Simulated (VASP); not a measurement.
# InSb3 (Pm-3m) in VASP: notebook

The runs below take InSb3 through phonons, with PBEsol, LDA.

All numbers are computed with VASP 6.6.1; they aren't measurements. Logs are shortened: lines on timing, memory, paths and dates and some standing lists are left out, and cuts for length are marked.

### Step 1. The structure

Symmetry: Pm-3m, No. 221, cubic system. The conventional cell has a = 4.806 Å, b = 4.806 Å, c = 4.806 Å, α = 90.00°, β = 90.00°, γ = 90.00°. Around Sb (site symmetry 4/mmm) lie 8 Sb at 3.40 Å and 4 In at 3.40 Å. In (site symmetry m-3m) is surrounded by 12 Sb at 3.40 Å.

The cell comes from a database or a generator and needn't be the stable form of this composition.

### Step 2. Phonons, PBEsol

Contents of POSCAR:

```
InSb3
1.0
    4.8063670000      0.0000000000      0.0000000000
    0.0000000000      4.8063670000      0.0000000000
    0.0000000000      0.0000000000      4.8063670000
Sb In
3 1
Direct
    0.5000000000      0.5000000000      0.0000000000
    0.0000000000      0.5000000000      0.5000000000
    0.5000000000      0.0000000000      0.5000000000
    0.0000000000      0.0000000000      0.0000000000
```

Contents of INCAR.step1:

```
  PREC = Accurate
  ENCUT = 600
  EDIFF = 1E-8
  ISMEAR = 0
  SIGMA = 0.02
  LREAL = False
  LASPH = True
  NELM = 80
  ALGO = Normal
  ISIF = 3
  LWAVE = False
  LCHARG = False
  GGA = PS
  IBRION = 2
  NSW = 40
  EDIFFG = -0.002
  KPAR = 4
```

Contents of INCAR.step2:

```
  PREC = Accurate
  ENCUT = 600
  EDIFF = 1E-8
  ISMEAR = 0
  SIGMA = 0.02
  LREAL = False
  LASPH = True
  NELM = 80
  ALGO = Normal
  ISIF = 2
  LWAVE = False
  LCHARG = False
  GGA = PS
  IBRION = 8
  NSW = 1
  LEPSILON = True
  KPAR = 4
```

Contents of KPOINTS:

```
Automatic mesh
0
Gamma
  6 6 6
```

Potentials or basis: VASP PAW PBE potentials, release 64 (Sb, In_d).

Launch:

```console
$ cat potpaw_PBE.64/Sb/POTCAR potpaw_PBE.64/In_d/POTCAR > POTCAR
$ cp INCAR.step1 INCAR
$ mpirun -np 4 vasp_std > vasp.out
$ cp CONTCAR POSCAR
$ cp INCAR.step2 INCAR
$ mpirun -np 4 vasp_std > vasp.out
```

OUTCAR:

```text
PREC = Accurate
   ENCUT = 600
   EDIFF = 1E-8
   ISMEAR = 0
   LREAL = False
   LASPH = True
   NELM = 80
   ISIF = 2
   GGA = PS
   IBRION = 8
   NSW = 1
   LEPSILON = True

 ion  position               nearest neighbor table
   1  0.500  0.500  0.000-   2 3.34   3 3.34   4 3.34   2 3.34   3 3.34   3 3.34   4 3.34   3 3.34
                             2 3.34   4 3.34   2 3.34   4 3.34
   2  0.000  0.500  0.500-   1 3.34   3 3.34   4 3.34   1 3.34   4 3.34   3 3.34   4 3.34   4 3.34
                             1 3.34   3 3.34   1 3.34   3 3.34
   3  0.500  0.000  0.500-   1 3.34   2 3.34   4 3.34   1 3.34   4 3.34   1 3.34   2 3.34   1 3.34
                             2 3.34   4 3.34   4 3.34   2 3.34
   4  0.000  0.000  0.000-   1 3.34   2 3.34   3 3.34   2 3.34   3 3.34   1 3.34   2 3.34   2 3.34
                             1 3.34   3 3.34   3 3.34   1 3.34

  LATTYP: Found a simple cubic cell.
 ALAT       =     4.7273096089

  Lattice vectors:

 A1 = (   4.7273096089,   0.0000000000,   0.0000000000)
 A2 = (   0.0000000000,   4.7273096089,   0.0000000000)
 A3 = (   0.0000000000,   0.0000000000,   4.7273096089)

Analysis of symmetry for initial positions (statically):
=====================================================================
 Subroutine PRICEL returns:
 Original cell was already a primitive cell.

 Routine SETGRP: Setting up the symmetry group for a
 simple cubic supercell.

 Subroutine GETGRP returns: Found 48 space group operations
 (whereof 48 operations were pure point group operations)
 out of a pool of 48 trial point group operations.

The static configuration has the point symmetry O_h .

Analysis of symmetry for dynamics (positions and initial velocities):
=====================================================================
 Subroutine PRICEL returns:
 Original cell was already a primitive cell.

 Routine SETGRP: Setting up the symmetry group for a
 simple cubic supercell.

 Subroutine GETGRP returns: Found 48 space group operations
 (whereof 48 operations were pure point group operations)
 out of a pool of 48 trial point group operations.

The dynamic configuration has the point symmetry O_h .

 Subroutine INISYM returns: Found 48 space group operations
 (whereof 48 operations are pure point group operations),
 and found     1 'primitive' translations

----------------------------------------------------------------------------------------

                                     Primitive cell

  volume of cell :     105.6433

  direct lattice vectors                    reciprocal lattice vectors
     4.727309609  0.000000000  0.000000000     0.211536811  0.000000000  0.000000000
     0.000000000  4.727309609  0.000000000     0.000000000  0.211536811  0.000000000
     0.000000000  0.000000000  4.727309609     0.000000000  0.000000000  0.211536811

  length of vectors
     4.727309609  4.727309609  4.727309609     0.211536811  0.211536811  0.211536811

  position of ions in fractional coordinates (direct lattice)
     0.500000000  0.500000000  0.000000000
     0.000000000  0.500000000  0.500000000
     0.500000000  0.000000000  0.500000000
     0.000000000  0.000000000  0.000000000

  ion indices of the primitive-cell ions
   primitive index   ion index
                 1           1
                 2           2
                 3           3
                 4           4
[... 602 lines left out ...]
     0.01252  0.00000 -0.00000
     0.00000  0.01252  0.00000
    -0.00000  0.00000 -0.02574

[... ionic steps 4 to 12 ...]

--------------------------------------- Ionic step       13  -------------------------------------------

 Free energy of the ion-electron system (eV)
  ---------------------------------------------------
  ---------------------------------------------------
  free energy    TOTEN  =        -0.23944707 eV

  energy without entropy =       -0.23944707

------------------------ aborting loop because EDIFF is reached ----------------------------------------

 INTERNAL STRAIN TENSOR  FOR ION    4  DIRECTION 1   (eV/Angst):
 -----------------------------------------------------------------------------
     0.01911  0.00000  0.00000
     0.00000 -0.00335  0.00000
     0.00000  0.00000 -0.00335

 MACROSCOPIC STATIC DIELECTRIC TENSOR (including local field effects in DFT)
 ------------------------------------------------------
        2803.705088     0.000000     0.000000
           0.000000  2803.705088    -0.000000
           0.000000     0.000000  2803.705088
 ------------------------------------------------------

 PIEZOELECTRIC TENSOR (including local field effects)  for field in x, y, z        (e  Angst)
          XX          YY          ZZ          XY          YZ          ZX
  --------------------------------------------------------------------------------
  x     0.00000     0.00000     0.00000     0.00000     0.00000     0.00000
  y     0.00000     0.00000     0.00000     0.00000     0.00000     0.00000
  z     0.00000     0.00000     0.00000     0.00000     0.00000     0.00000

 PIEZOELECTRIC TENSOR (including local field effects)  for field in x, y, z        (C/m^2)
          XX          YY          ZZ          XY          YZ          ZX
  --------------------------------------------------------------------------------
  x     0.00000     0.00000     0.00000     0.00000     0.00000     0.00000
  y     0.00000     0.00000     0.00000     0.00000     0.00000     0.00000
  z     0.00000     0.00000     0.00000     0.00000     0.00000     0.00000

 BORN EFFECTIVE CHARGES (including local field effects) (in |e|, cummulative output)
 ---------------------------------------------------------------------------------
 ion    1
    1     4.36478    -0.00000    -0.00000
    2    -0.00000     4.36478    -0.00000
    3    -0.00000    -0.00000   -20.22924
 ion    2
    1   -20.22924     0.00000    -0.00000
    2     0.00000     4.36478    -0.00000
    3    -0.00000    -0.00000     4.36478
 ion    3
    1     4.36478     0.00000    -0.00000
    2    -0.00000   -20.22924     0.00000
    3     0.00000     0.00000     4.36478
 ion    4
    1    11.49968    -0.00000     0.00000
    2    -0.00000    11.49968     0.00000
    3     0.00000    -0.00000    11.49968

 INTERNAL STRAIN TENSOR FOR ION    4 for displacements in x,y,z  (eV/Angst):
          X           Y           Z          XY          YZ          ZX
  --------------------------------------------------------------------------------
  x     0.00000     0.00000     0.00000     0.00000     0.00000     0.00000
  y     0.00000     0.00000     0.00000     0.00000     0.00000     0.00000
  z     0.00000     0.00000     0.00000     0.00000     0.00000     0.00000

 SECOND DERIVATIVES (NOT SYMMETRIZED)
 ------------------------------------
               1X          1Y          1Z          2X          2Y          2Z          3X          3Y          3Z          4X          4Y          4Z
  1X    -0.574285    0.000000    0.000000    0.445341    0.000000    0.000000   -1.096877    0.000000    0.000000    1.225821    0.000000    0.000000
  1Y     0.000000   -0.574285    0.000000    0.000000   -1.096877    0.000000    0.000000    0.445341    0.000000    0.000000    1.225821    0.000000
  1Z     0.000000    0.000000   -0.050111    0.000000   -0.000000    0.444655   -0.000000   -0.000000    0.444655   -0.000000   -0.000000   -0.839199
  2X     0.444655    0.000000    0.000000   -0.050111   -0.000000    0.000000    0.444655   -0.000000   -0.000000   -0.839199   -0.000000   -0.000000
  2Y     0.000000   -1.096877    0.000000    0.000000   -0.574285    0.000000    0.000000    0.445341    0.000000    0.000000    1.225821    0.000000
  2Z     0.000000    0.000000    0.445341    0.000000    0.000000   -0.574285    0.000000    0.000000   -1.096877    0.000000    0.000000    1.225821
  3X    -1.096877    0.000000    0.000000    0.445341    0.000000    0.000000   -0.574285    0.000000    0.000000    1.225821    0.000000    0.000000
  3Y     0.000000    0.444655    0.000000   -0.000000    0.444655    0.000000   -0.000000   -0.050111   -0.000000   -0.000000   -0.839199   -0.000000
  3Z     0.000000    0.000000    0.445341    0.000000    0.000000   -1.096877    0.000000    0.000000   -0.574285    0.000000    0.000000    1.225821
  4X     1.222687    0.000000    0.000000   -0.845242    0.000000   -0.000000    1.222687   -0.000000    0.000000   -1.600133   -0.000000    0.000000
  4Y     0.000000    1.222687    0.000000   -0.000000    1.222687    0.000000    0.000000   -0.845242    0.000000    0.000000   -1.600133    0.000000
  4Z     0.000000    0.000000   -0.845242    0.000000   -0.000000    1.222687   -0.000000    0.000000    1.222687   -0.000000   -0.000000   -1.600133

 Eigenvectors and eigenvalues of the dynamical matrix
 ----------------------------------------------------

   1 f  =    2.750566 THz    17.282314 2PiTHz   91.748996 cm-1    11.375421 meV
             X         Y         Z           dx          dy          dz
      2.363655  2.363655  0.000000    -0.011739   -0.473063    0.000000
      0.000000  2.363655  2.363655     0.006805   -0.473063   -0.000000
      2.363655  0.000000  2.363655    -0.011739    0.274220   -0.000000
      0.000000  0.000000  0.000000     0.017131    0.690371    0.000000
[... 71 lines left out ...]
  12 f/i=    1.024230 THz     6.435426 2PiTHz   34.164629 cm-1     4.235872 meV
             X         Y         Z           dx          dy          dz
      2.363655  2.363655  0.000000    -0.385331    0.592395    0.000000
      0.000000  2.363655  2.363655    -0.000000   -0.592395    0.024251
      2.363655  0.000000  2.363655     0.385331   -0.000000   -0.024251
      0.000000  0.000000  0.000000     0.000000    0.000000    0.000000

--------------------------------------------------------------------------------------------------------

 MACROSCOPIC STATIC DIELECTRIC TENSOR IONIC CONTRIBUTION
 ------------------------------------------------------
           1.777427     0.000000    -0.000000
           0.000000     1.777427    -0.000000
          -0.000000    -0.000000     1.777427
 ------------------------------------------------------

 ELASTIC MODULI CONTR FROM IONIC RELAXATION (kBar)
 Direction    XX          YY          ZZ          XY          YZ          ZX
 --------------------------------------------------------------------------------
 XX           0.0000      0.0000      0.0000      0.0000      0.0000      0.0000
 YY           0.0000      0.0000      0.0000      0.0000      0.0000      0.0000
 ZZ           0.0000      0.0000      0.0000      0.0000      0.0000      0.0000
 XY           0.0000      0.0000      0.0000      0.0000      0.0000      0.0000
 YZ           0.0000      0.0000      0.0000      0.0000      0.0000      0.0000
 ZX           0.0000      0.0000      0.0000      0.0000      0.0000      0.0000
 --------------------------------------------------------------------------------

 PIEZOELECTRIC TENSOR IONIC CONTR  for field in x, y, z        (C/m^2)
          XX          YY          ZZ          XY          YZ          ZX
  --------------------------------------------------------------------------------
  x     0.00000     0.00000     0.00000     0.00000     0.00000     0.00000
  y     0.00000     0.00000     0.00000     0.00000     0.00000     0.00000
  z     0.00000     0.00000     0.00000     0.00000     0.00000     0.00000
```

It took 4.2 min on 4 MPI ranks of Intel Xeon Platinum 8559C (Emerald Rapids), shared host; peak memory 0.55 GiB.

Results:

```
Relaxed volume                                          : 26.41 Å³/atom
Relaxed cell                                            : a = 4.727 Å, b = 4.727 Å, c = 4.727 Å, α = 90.00°, β = 90.00°, γ = 90.00°
Space group after relaxing (to 0.05 Å)                  : Pm-3m (No. 221)
Electronic dielectric tensor (diagonal)                 : 2803.71
Born charges (mean of the diagonal)                     : Sb -3.83; In +11.50 e
Highest phonon frequency at Γ, LO-TO splitting left out : 92 cm⁻¹
Most unstable mode                                      : 34i cm⁻¹
```

Step by step:
```
step  energy change (eV)  largest force (eV/Å)  pressure (GPa)  volume (Å³)
   1              0.0000                0.0000           -2.69       111.03
   2             -0.0404                0.0000            1.15       103.72
   3             -0.0472                0.0000            0.01       105.64
```

Final structure:
```
Sb In
1.0
     4.72731    0.00000    0.00000
     0.00000    4.72731    0.00000
     0.00000    0.00000    4.72731
Sb In
3 1
Direct
  0.50000 0.50000 0.00000
  0.00000 0.50000 0.50000
  0.50000 0.00000 0.50000
  0.00000 0.00000 0.00000
```

Phonon frequencies in cm⁻¹ (negative: imaginary):
```csv
q point,frequencies
"(0.000, 0.000, 0.000)",-34 -34 -34 -28 -28 -28 0 0 0 92 92 92
```

Electronic dielectric tensor:
```
2803.71    0.00    0.00
   0.00 2803.71    0.00
   0.00    0.00 2803.71
```

Born effective charge tensors (e):
atom 1, Sb
```
  4.36   0.00   0.00
  0.00   4.36   0.00
  0.00   0.00 -20.23
```
atom 2, Sb
```
-20.23   0.00   0.00
  0.00   4.36   0.00
  0.00   0.00   4.36
```
atom 3, Sb
```
  4.36   0.00   0.00
  0.00 -20.23   0.00
  0.00   0.00   4.36
```
atom 4, In
```
11.50  0.00  0.00
 0.00 11.50  0.00
 0.00  0.00 11.50
```

Caveat: some modes are imaginary; the PAW data sets were made with another functional, which shifts forces and pressure a little.

(Part 1 of 2 ends here.)
